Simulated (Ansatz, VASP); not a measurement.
SiGe5: VASP beside Ansatz

```
CELL_PARAMETERS angstrom
6.44745 0.00000 0.00000
0.00000 6.44745 0.00000
0.00000 0.00000 3.67837
ATOMIC_POSITIONS crystal
Si 0.00000 0.00000 0.00000
Ge 0.79590 0.79590 0.50000
Ge 0.20410 0.20410 0.50000
Ge 0.20410 0.79590 0.50000
Ge 0.79590 0.20410 0.50000
Ge 0.50000 0.50000 0.50000
```

Alike in both runs: functional PBE; k mesh 4 × 4 × 6; occupations gaussian, width 0.1 eV; no spin polarisation.

Ansatz relaxed the structure, and its values are those at the end. VASP's run is a single point on that final structure, the one shown.

```csv
,VASP,Ansatz
version,VASP 6.6.1,Ansatz 0.2.0
potentials or method,"VASP PAW PBE potentials, release 64 (Si, Ge_d)","scalar-relativistic, plane waves, PAW"
plane-wave cutoff (eV),520,420
valence electrons in the cell,74,74
```

VASP gave:

```
gap on the k mesh at the Fermi level (eV) : none
pressure (GPa)                            : 0.2
rms of the force components (eV/Å)        : 0.019
```

Q: Estimate Ansatz's values.

A: gap on the k mesh at the Fermi level (eV): none; pressure (GPa): 0.2; rms of the force components (eV/Å): 0.016.

A gap of «none» marks a metal or a gap that the smearing closes.
